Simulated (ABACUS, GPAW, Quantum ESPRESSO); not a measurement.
BAs: bulk modulus by level of theory

Symmetry: F-43m, No. 216, cubic system. Conventional cell: a = 4.777 Å, b = 4.777 Å, c = 4.777 Å, α = 90.00°, β = 90.00°, γ = 90.00°. As (site symmetry -43m) is surrounded by 4 B at 2.07 Å. B (site symmetry -43m) has 4 As at 2.07 Å as nearest neighbours.

| rung | level | program and potentials | cutoff (eV) | k mesh | smearing | core time | chip | bulk modulus (GPa) | miss | notes |
| --- | --- | --- | --- | --- | --- | --- | --- | --- | --- | --- |
| non-local van der Waals functional | optB88-vdW | GPAW, GPAW PAW data sets (gpaw-data 1.2.1) | 800 | 8 × 8 × 8 | fermi-dirac 0.05 | 41 s | INTEL XEON PLATINUM 8581C Emerald Rapids | 129.0 | -12.8 % | potentials made for PBE |
| GGA | SOGGA | GPAW, PAW data sets generated for this functional | 800 | 8 × 8 × 8 | fermi-dirac 0.05 | 49 s | Intel Xeon Platinum 8488C Sapphire Rapids | 141.9 | -4.1 % | - |
| GGA + dispersion | PBE+D4 | GPAW, GPAW PAW data sets (gpaw-data 1.2.1) | 800 | 8 × 8 × 8 | fermi-dirac 0.05 | 50 s | Intel Xeon Platinum 8559C Emerald Rapids | 141.0 | -4.7 % | - |
| GGA + dispersion | AM05+D4 | GPAW, PAW data sets generated for this functional | 800 | 8 × 8 × 8 | fermi-dirac 0.05 | 64 s | Arm Neoverse V2 | 145.4 | -1.8 % | - |
| GGA | PBE | GPAW, PAW data sets generated for this functional | 800 | 8 × 8 × 8 | fermi-dirac 0.05 | 71 s | Arm Neoverse V1 | 132.3 | -10.6 % | - |
| GGA | revPBE | GPAW, the program's PAW data sets (release 1.2.1) made for this functional | 800 | 8 × 8 × 8 | fermi-dirac 0.05 | 73 s | Arm Neoverse V1 | 127.2 | -14.1 % | - |
| GGA + dispersion | RPBE+D4 | GPAW, the program's PAW data sets (release 1.2.1) made for this functional | 800 | 8 × 8 × 8 | fermi-dirac 0.05 | 78 s | Arm Neoverse V1 | 146.4 | -1.1 % | - |
| GGA | OLYP | GPAW, PAW data sets generated for this functional | 800 | 8 × 8 × 8 | fermi-dirac 0.05 | 79 s | Arm Neoverse V1 | 129.4 | -12.6 % | - |
| non-local van der Waals functional | BEEF-vdW | GPAW, GPAW PAW data sets (gpaw-data 1.2.1) | 800 | 8 × 8 × 8 | fermi-dirac 0.05 | 83 s | Arm Neoverse V1 | 127.7 | -13.7 % | potentials made for PBE |
| GGA | PBEsol | Quantum ESPRESSO, PseudoDojo 0.4.1 SR PBEsol standard | 1143 | 10 × 10 × 10 | fermi-dirac 0.05 | 2.4 min | Arm Neoverse V2 | 140.2 | -5.3 % | - |
| GGA | PBE | ABACUS, PseudoDojo NC SR 0.4.1 PBE standard, plane waves | 1143 | 10 × 10 × 10 | fermi-dirac 0.05 | 3 min | Intel Xeon Platinum 8375C Ice Lake | (a) | ? | - |

Times are single runs on shared hosts and different chips, so they are rough; meshes, cutoffs and the tasks' sizes weigh on the time. Task: equation of state. All rows: no spin polarisation. Smearing widths are in eV. The cell comes from a database and isn't always the measured one. Meshes differ between rows, which moves values too. Meshes are those of the run's cell of 2 atoms unless a note names another. Misses use the values as printed. Runs on faulty files, with rough fits or with known faults for this quantity aren't shown. No row holds spin-orbit coupling.

Measured: 148 GPa (arxiv:1911.11281, doi:10.1063/1.5116025). The runs are for a static lattice.

Question: Estimate the value left out from the other rows.

Answer: (a) 131.3 GPa, miss -11.3 %.
